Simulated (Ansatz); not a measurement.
# Zirconium, beta-Sn type under RPBE: ground state and equation of state

The plan for zirconium in the beta-Sn type structure: relax it, solve it on a dense k-mesh, then scale the cell to 7 volumes from 88 to 112 % of the relaxed one and try a fit of the equation of state. Spin polarisation is left out. The k-meshes are 12×12×8 for the relaxation; 18×18×10 for the dense run; 13×13×7 for the volumes.

Computed with Ansatz 0.2.0 (DFT RPBE, plane waves (420 eV) with PAW, scalar-relativistic; PBE-made PAW files, unless a step says otherwise).

**1. Starting point**

It takes space group I4_1/amd (No. 141, tetragonal). Conventional cell: a = 5.637 Å, b = 5.637 Å, c = 3.078 Å, α = 90.00°, β = 90.00°, γ = 90.00°. Zr (site symmetry -4m2) is surrounded by 6 Zr at 2.92 to 3.08 Å.

As a file:

```cif
data_structure
_symmetry_space_group_name_H-M 'I4_1/amd:1'
_symmetry_Int_Tables_number 141
_cell_length_a 5.6366
_cell_length_b 5.6366
_cell_length_c 3.0776
_cell_angle_alpha 90.000
_cell_angle_beta 90.000
_cell_angle_gamma 90.000
_cell_volume 97.78
loop_
_atom_site_label
_atom_site_type_symbol
_atom_site_symmetry_multiplicity
_atom_site_Wyckoff_symbol
_atom_site_fract_x
_atom_site_fract_y
_atom_site_fract_z
_atom_site_occupancy
Zr1 Zr 4 a 0.00000 0.00000 0.00000 1
```

**2. Relaxation of the cell**

input.yaml reads:

```yaml
crystal:
  lattice:
    - [-2.8183043902, 2.8183043902, 1.538794197]
    - [2.8183043902, -2.8183043902, 1.538794197]
    - [2.8183043902, 2.8183043902, -1.538794197]
  atoms:
    - { symbol: Zr, position: [0.0, 0.0, 0.0] }
    - { symbol: Zr, position: [0.75, 0.25, 0.5] }
hamiltonian:
  xc: rpbe
  pseudopotentials:
    kind: paw
    azcp:
      Zr: "pseudopotentials/Zr.paw.azcp"
basis:
  ecutwfc: 420
  fft_grid_basis: typed
kpoints:
  mp_grid: { grid: [12, 12, 8], shift: [0, 0, 0] }
magnetization:
  spin_polarized: false
scf:
  occupations: { method: fermi_dirac, width: 0.1 }
relax:
  max_steps: 60
  f_tol: 0.01
  cell: {}
```

Further steps of the session: The energy on a finer k-mesh; At 88 % of the relaxed volume; At 92 % of the relaxed volume; At 96 % of the relaxed volume; At 100 % of the relaxed volume; At 104 % of the relaxed volume; At 108 % of the relaxed volume; At 112 % of the relaxed volume.

Before running it: what results should come out? Wanted: space group; conventional cell; volume; shortest distance; gap on the mesh; relative to hcp; V₀, B₀, B₀′.

As calculated:

| quantity | value |
| --- | --- |
| space group (spins left aside) | P6_3/mmc (No. 194) |
| conventional cell | a = 3.258 Å, c = 5.213 Å (c/a = 1.600) |
| volume | 23.976 Å³/atom |
| shortest distance | 3.214 Å |
| gap on the mesh | none (levels filled in part) |
| relative to hcp | +1 meV/atom |
| V₀, B₀, B₀′ | 23.948 Å³/atom, 89 GPa, 3.3 |

In words: From the guessed start the volume shrank by 1.9 % in 24 steps. What began as beta-Sn type has relaxed into hcp. What follows belongs to that structure, not to the type named at the start. The mesh has less symmetry than the lattice, which may have let the distortion in. Against the reference form of zirconium (hcp, computed apart with the same settings) it stands 1 meV/atom higher, within what mesh and smearing can decide. Levels at the Fermi energy are filled in part, as in a metal. The fitted modulus is 89 GPa; letting shape and positions relax at each volume could only lower it.
